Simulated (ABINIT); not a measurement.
# Rh (Fm-3m) in ABINIT: further runs

Aim: see how the results for Rh move with the level of theory and the settings. Levels: PBEsol, BLYP+D3(BJ), revPBE+D4, WC. Tasks: band structure, equation of state.

Everything below comes from runs of ABINIT 10.8.3 (patched build). Logs are shortened: lines on timing, memory, paths and dates and some standing lists are left out, and cuts for length are marked. The log counts tension as positive stress, the text compression.

**What was measured.**

“Thermal equation of state of rhodium characterized by XRD in a resistively heated diamond anvil cell”, 2024, pmc:11535440 quotes, for a bulk crystal of Rh: bulk modulus 264 ± 1 GPa.

The runs below are set against these values where they give the same quantity.

### 1 The structure

Symmetry: Fm-3m, No. 225, cubic system. Conventional cell: a = 3.796 Å, b = 3.796 Å, c = 3.796 Å, α = 90.00°, β = 90.00°, γ = 90.00°. Rh (site symmetry m-3m) has 12 Rh at 2.68 Å as nearest neighbours.

### 2 Band structure, PBEsol

Input file run.abi:

```
# Datasets: ground state, then fixed potential
ndtset 2

# Pseudopotentials
pp_dirpath "./"
pseudos "Rh.upf"

# Structure
acell 3*1.0
rprim
     0.0000000000     3.5864167256     3.5864167256
     3.5864167256     0.0000000000     3.5864167256
     3.5864167256     3.5864167256     0.0000000000
ntypat 1
znucl 45
natom 1
typat 1
xcart
     0.0000000000     0.0000000000     0.0000000000

# Plane-wave basis
ecut 44.0

# Exchange and correlation
ixc -116133

# Bands and occupations
occopt 3
tsmear 0.00183747

# SCF cycle
nstep 100

# Output
iomode 3
prtwf 0
prteig 0
prtebands 0
enunit 1
prtden1 1
prtvha1 1
prtvclmb1 1
prtpot1 1
prtelf1 1

# Dataset 1
kptopt1 1
ngkpt1 12 12 12
nshiftk1 1
shiftk1 0.0 0.0 0.0
nband1 13
tolvrs1 1.0e-10

# Dataset 2: bands along G-X-W-K-G-L-U-W-L-K
iscf2 -2
getden2 1
nband2 17
nbdbuf2 2
tolwfr2 1.0e-12
kptopt2 -9
ndivsm2 5
prteig2 1
prtvol2 -3
kptbounds2
     0.0000000000     0.0000000000     0.0000000000
     0.5000000000     0.0000000000     0.5000000000
     0.5000000000     0.2500000000     0.7500000000
     0.3750000000     0.3750000000     0.7500000000
     0.0000000000     0.0000000000     0.0000000000
     0.5000000000     0.5000000000     0.5000000000
     0.6250000000     0.2500000000     0.6250000000
     0.5000000000     0.2500000000     0.7500000000
     0.5000000000     0.5000000000     0.5000000000
     0.3750000000     0.3750000000     0.7500000000
```

Potentials or basis: PseudoDojo NC SR PBEsol v0.4 stringent.

Run with:

```bash
> abinit run.abi > log 2>&1
```

run.abo:

```text
.Version 10.8.3 of ABINIT
 DATASET    1 : space group Fm -3 m (#225); Bravais cF (face-center cubic)
================================================================================
 Values of the parameters that define the memory need for DATASET  1.
     intxc =       0    ionmov =       0      iscf =       7    lmnmax =       6
     lnmax =       6     mgfft =      32  mpssoang =       3    mqgrid =    3001
     natom =       1  nloc_mem =       1    nspden =       1   nspinor =       1
    nsppol =       1      nsym =      48    n1xccc =    2501    ntypat =       1
    occopt =       3   xclevel =       2
       mpw =        1304          nfft =       32768          nkpt =          72
================================================================================
================================================================================

 DATASET    2 : space group Fm -3 m (#225); Bravais cF (face-center cubic)
================================================================================
 Values of the parameters that define the memory need for DATASET  2.
     intxc =       0    ionmov =       0      iscf =      -2    lmnmax =       6
     lnmax =       6     mgfft =      32  mpssoang =       3    mqgrid =    3001
     natom =       1  nloc_mem =       1    nspden =       1   nspinor =       1
    nsppol =       1      nsym =      48    n1xccc =    2501    ntypat =       1
    occopt =       3   xclevel =       2
       mpw =        1307          nfft =       32768          nkpt =          87
================================================================================
================================================================================

--------------------------------------------------------------------------------
------------- Echo of variables that govern the present computation ------------
--------------------------------------------------------------------------------
 -outvars: echo values of preprocessed input variables --------
            acell      1.0000000000E+00  1.0000000000E+00  1.0000000000E+00 Bohr
              amu      1.02905500E+02
             ecut      4.40000000E+01 Hartree
           enunit           1
           getden1          0
           getden2          1
             iscf1          7
             iscf2         -2
              ixc     -116133
           jdtset        1    2
           kptopt1          1
           kptopt2         -9
         kptrlatt       12    0    0      0   12    0      0    0   12
          kptrlen1     6.08635101E+01
          kptrlen2     3.00000000E+01
            natom           1
            nband1         13
            nband2         17
           nbdbuf1          0
           nbdbuf2          2
           ndtset           2
           ndivsm1          0
           ndivsm2          5
            ngfft          32      32      32
             nkpt1         72
             nkpt2         87
            nstep         100
             nsym          48
           ntypat           1
           occopt           3
        prtebands           0
           prteig1          0
           prteig2          1
           prtelf1          1
           prtelf2          0
           prtpot1          1
           prtpot2          0
         prtvclmb1          1
         prtvclmb2          0
           prtvha1          1
           prtvha2          0
           prtvol1          0
           prtvol2         -3
            prtwf           0
            rprim      0.0000000000E+00  3.5864167256E+00  3.5864167256E+00
                       3.5864167256E+00  0.0000000000E+00  3.5864167256E+00
                       3.5864167256E+00  3.5864167256E+00  0.0000000000E+00
           shiftk1     0.00000000E+00  0.00000000E+00  0.00000000E+00
           shiftk2     5.00000000E-01  5.00000000E-01  5.00000000E-01
          spgroup         225
           tolvrs1     1.00000000E-10
           tolvrs2     0.00000000E+00
           tolwfr1     0.00000000E+00
[... 172 lines left out ...]
electrons: {nelect:   1.70000000E+01, charge:   0.00000000E+00, occopt:   3.00000000E+00, tsmear:   1.83747000E-03, }
meta: {optdriver: 0, ionmov: 0, optcell: 0, iscf: -2, paral_kgb: 0, }
...

 mkfilename : getden/=0, take file _DEN from output of DATASET   1.

 Real(R)+Recip(G) space primitive vectors, cartesian coordinates (Bohr,Bohr^-1):
 R(1)=  0.0000000  3.5864167  3.5864167  G(1)= -0.1394149  0.1394149  0.1394149
 R(2)=  3.5864167  0.0000000  3.5864167  G(2)=  0.1394149 -0.1394149  0.1394149
 R(3)=  3.5864167  3.5864167  0.0000000  G(3)=  0.1394149  0.1394149 -0.1394149
 Unit cell volume ucvol=  9.2259745E+01 bohr^3
 Angles (23,13,12)=  6.00000000E+01  6.00000000E+01  6.00000000E+01 degrees

 getcut: wavevector=  0.0000  0.0000  0.0000  ngfft=  32  32  32
         ecut(hartree)=     44.000   => boxcut(ratio)=   2.11292
--------------------------------------------------------------------------------

================================================================================
 Non-SCF case, kpt    1 (  0.00000  0.00000  0.00000), residuals and eigenvalues=
  5.34E-13  9.66E-14  2.83E-13  2.64E-13  3.80E-13  3.23E-13  8.97E-13  1.14E-13
  3.50E-13  8.90E-13  7.95E-13  7.99E-13  4.00E-13  2.61E-13  6.32E-13  2.37E-11
  4.51E-11
 -2.2984E+00 -1.1031E+00 -1.1031E+00 -1.1031E+00  3.0273E-01  4.8502E-01
  4.8502E-01  4.8502E-01  5.6339E-01  5.6339E-01  1.1919E+00  1.3916E+00
  1.3916E+00  1.3916E+00  1.5982E+00  1.7825E+00  1.7825E+00
 Non-SCF case, kpt    2 (  0.03571  0.00000  0.03571), residuals and eigenvalues=
  3.60E-13  7.06E-13  7.49E-13  6.11E-13  3.54E-13  7.05E-13  3.46E-13  3.68E-13
  5.42E-13  5.08E-13  7.67E-13  1.64E-13  4.48E-13  4.92E-13  8.59E-13  4.37E-12
  3.44E-04
 -2.2983E+00 -1.1034E+00 -1.1032E+00 -1.1032E+00  3.0528E-01  4.8329E-01
  4.8633E-01  4.8633E-01  5.6154E-01  5.6403E-01  1.1956E+00  1.3823E+00
  1.3921E+00  1.3921E+00  1.6155E+00  1.7673E+00  1.7708E+00
[... 581 lines left out ...]
 Non-SCF case, kpt   86 (  0.38889  0.38889  0.72222), residuals and eigenvalues=
  4.43E-13  5.76E-13  4.80E-13  1.55E-13  4.21E-13  3.90E-13  3.06E-13  7.54E-13
  7.01E-13  1.21E-13  1.27E-13  9.22E-13  2.46E-13  9.72E-13  3.18E-13  6.47E-13
  3.01E-13
 -2.2929E+00 -1.1241E+00 -1.1195E+00 -1.1107E+00  4.0038E-01  4.3105E-01
  5.1018E-01  5.6464E-01  6.1065E-01  8.8526E-01  9.0920E-01  1.0551E+00
  1.2320E+00  1.3634E+00  1.6831E+00  1.7068E+00  1.7368E+00
 Non-SCF case, kpt   87 (  0.37500  0.37500  0.75000), residuals and eigenvalues=
  7.24E-13  2.20E-13  2.15E-13  1.28E-13  5.67E-13  8.45E-13  1.63E-13  1.52E-13
  3.10E-13  8.85E-13  3.46E-13  4.26E-13  1.46E-13  2.76E-13  9.06E-13  3.40E-13
  1.49E-12
 -2.2928E+00 -1.1247E+00 -1.1192E+00 -1.1111E+00  3.9458E-01  4.2221E-01
  5.2244E-01  5.7449E-01  6.1380E-01  8.8876E-01  9.1587E-01  1.0432E+00
  1.2071E+00  1.3784E+00  1.6867E+00  1.6895E+00  1.7450E+00

--- !ResultsGS
iteration_state: {dtset: 2, }
comment   : Summary of ground state results
lattice_vectors:
- [  0.0000000,   3.5864167,   3.5864167, ]
- [  3.5864167,   0.0000000,   3.5864167, ]
- [  3.5864167,   3.5864167,   0.0000000, ]
lattice_lengths: [   5.07196,    5.07196,    5.07196, ]
lattice_angles: [ 60.000,  60.000,  60.000, ] # degrees, (23, 13, 12)
lattice_volume:   9.2259745E+01
convergence: {deltae:  0.000E+00, res2:  0.000E+00, residm:  9.992E-13, diffor:  0.000E+00, }
etotal    :  -1.17216024E+02
entropy   :   0.00000000E+00
fermie    :   6.00755007E-01
cartesian_stress_tensor: null
pressure_GPa: null
xred      :
- [  0.0000E+00,   0.0000E+00,   0.0000E+00, Rh]
cartesian_forces: null
force_length_stats: {min: null, max: null, mean: null, }
...

 Integrated electronic density in atomic spheres:
 ------------------------------------------------
 Atom  Sphere_radius  Integrated_density
    1        2.00000         14.06438947
================================================================================

 ----iterations are completed or convergence reached----

 Mean square residual over all n,k,spin=   44.824E-14; max=  99.918E-14
 reduced coordinates (array xred) for    1 atoms
       0.000000000000      0.000000000000      0.000000000000

 cartesian coordinates (angstrom) at end:
    1      0.00000000000000     0.00000000000000     0.00000000000000
 length scales=  1.000000000000  1.000000000000  1.000000000000 bohr
              =  0.529177210544  0.529177210544  0.529177210544 angstroms
 Eigenvalues (   eV  ) for nkpt=  87  k points:
 kpt#   1, nband= 17, wtk=  1.00000, kpt=  0.0000  0.0000  0.0000 (reduced coord)
 -62.54261  -30.01656  -30.01656  -30.01656    8.23777   13.19807   13.19807   13.19807
  15.33053   15.33053   32.43300   37.86856   37.86856   37.86856   43.48915   48.50393
  48.50393
 kpt#   2, nband= 17, wtk=  1.00000, kpt=  0.0357  0.0000  0.0357 (reduced coord)
 -62.54069  -30.02606  -30.02008  -30.02008    8.30714   13.15109   13.23372   13.23372
  15.28037   15.34806   32.53432   37.61351   37.87995   37.87995   43.96031   48.09138
  48.18532
 kpt#   3, nband= 17, wtk=  1.00000, kpt=  0.0714  0.0000  0.0714 (reduced coord)
 -62.53501  -30.05395  -30.03042  -30.03042    8.51194   13.01487   13.34022   13.34022
  15.13583   15.40005   32.83128   37.04221   37.89300   37.89300   45.17088   47.15172
  47.15181
 kpt#   4, nband= 17, wtk=  1.00000, kpt=  0.1071  0.0000  0.1071 (reduced coord)
 -62.52585  -30.09853  -30.04705  -30.04705    8.84128   12.80227   13.51617   13.51617
  14.91538   15.48460   33.30396   36.42339   37.83991   37.83991   46.13311   46.13311
  46.81852
 kpt#   5, nband= 17, wtk=  1.00000, kpt=  0.1429  0.0000  0.1429 (reduced coord)
[... 317 lines left out ...]
  16.64798   22.43016   24.75787   30.77683   35.04715   36.01530   45.46630   45.47119
  49.62587
 kpt#  85, nband= 17, wtk=  1.00000, kpt=  0.4028  0.4028  0.6944 (reduced coord)
 -62.39770  -30.60612  -30.43176  -30.20657   11.05370   11.96088   13.61116   14.99356
  16.60989   23.30934   24.78672   29.63109   34.27650   36.58336   45.63214   45.88818
  48.38117
 kpt#  86, nband= 17, wtk=  1.00000, kpt=  0.3889  0.3889  0.7222 (reduced coord)
 -62.39372  -30.58918  -30.46409  -30.22237   10.89487   11.72955   13.88269   15.36474
  16.61665   24.08918   24.74069   28.71065   33.52394   37.09948   45.80076   46.44482
  47.26176
 kpt#  87, nband= 17, wtk=  1.00000, kpt=  0.3750  0.3750  0.7500 (reduced coord)
 -62.39138  -30.60358  -30.45425  -30.23548   10.73707   11.48888   14.21640   15.63259
  16.70247   24.18446   24.92199   28.38678   32.84614   37.50771   45.89828   45.97310
  47.48465

== END DATASET(S) ==============================================================
================================================================================

 -outvars: echo values of variables after computation  --------
            acell      1.0000000000E+00  1.0000000000E+00  1.0000000000E+00 Bohr
           etotal1    -1.1721602360E+02
            fcart1    -0.0000000000E+00 -0.0000000000E+00 -0.0000000000E+00
            rprim      0.0000000000E+00  3.5864167256E+00  3.5864167256E+00
                       3.5864167256E+00  0.0000000000E+00  3.5864167256E+00
                       3.5864167256E+00  3.5864167256E+00  0.0000000000E+00
           strten1     1.1567080353E-04  1.1567080353E-04  1.1567080353E-04
                       0.0000000000E+00  0.0000000000E+00  0.0000000000E+00
 Calculation completed.
```

It took 48 s on 1 thread of Arm Neoverse V2, shared host; peak memory 0.11 GiB.

What came out:

```yaml
Free_energy: -3189.6105 eV
Pressure: -3.4 GPa
Band_gap_on_the_k_mesh: none (metal or under the smearing width)
Valence_electrons_inside_the_program's_atomic_spheres: Rh 14.06 (radii [1.0584] Å)
```

Levels at the corners of the path, in eV from the Fermi level:
| point | band 5 | band 6 | band 7 | band 8 | band 9 | band 10 | band 11 | band 12 |
| --- | --- | --- | --- | --- | --- | --- | --- | --- |
| Γ | -8.11 | -3.15 | -3.15 | -3.15 | -1.02 | -1.02 | 16.09 | 21.52 |
| X | -6.43 | -6.06 | 0.54 | 0.98 | 0.98 | 3.17 | 12.26 | 13.30 |
| W | -5.11 | -3.89 | -3.89 | -1.24 | 0.98 | 9.60 | 9.60 | 11.24 |
| K | -5.61 | -4.86 | -2.13 | -0.71 | 0.36 | 7.84 | 8.57 | 12.04 |
| Γ | -8.11 | -3.15 | -3.15 | -3.15 | -1.02 | -1.02 | 16.09 | 21.52 |
| L | -6.24 | -3.22 | -3.22 | 0.56 | 0.56 | 0.62 | 8.62 | 15.57 |
| U | -5.61 | -4.86 | -2.13 | -0.71 | 0.36 | 7.84 | 8.57 | 12.04 |
| W | -5.11 | -3.89 | -3.89 | -1.24 | 0.98 | 9.60 | 9.60 | 11.24 |
| L | -6.24 | -3.22 | -3.22 | 0.56 | 0.56 | 0.62 | 8.62 | 15.57 |
| K | -5.61 | -4.86 | -2.13 | -0.71 | 0.36 | 7.84 | 8.57 | 12.04 |

(Continued in part 2 of 2.)
